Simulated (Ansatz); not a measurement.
Space group I4/mcm (No. 140). a = 4.307 Å, b = 4.307 Å, c = 4.968 Å, α = 90.00°, β = 90.00°, γ = 90.00°
| atom | site | symmetry | x | y | z |
| --- | --- | --- | --- | --- | --- |
| V | 4a | 422 | 0.0000 | 0.0000 | 0.2500 |
| N | 8h | m.2m | 0.6136 | 0.1136 | 0.0000 |

Equation of state of this VN2 structure (not necessarily the ground state), with shape and atoms relaxed at each volume where symmetry leaves them free. It has no gap at any of these volumes. Computed with DFT PBE, scalar-relativistic, plane waves, PAW in Ansatz.

Settings: cutoff 420 eV, Γ-centred mesh 12×12×12 on the computed 6-atom cell, Gaussian smearing of 0.10 eV; no spin polarisation.

```tsv
V (Å³/atom)	E − E(largest V) (meV/atom)	P (GPa)
6.758	73.39	52.89
6.988	9.77	36.17
7.219	-31.71	22.03
7.449	-54.48	10.08
7.679	-61.46	0.00
7.910	-55.12	-8.49
8.140	-37.60	-15.60
8.447	0.00	-23.25
```

Q: Fit a third-order Birch–Murnaghan equation to E(V).

A: V0 = 7.68 Å³/atom, B0 = 307 GPa, B0' = 4.7.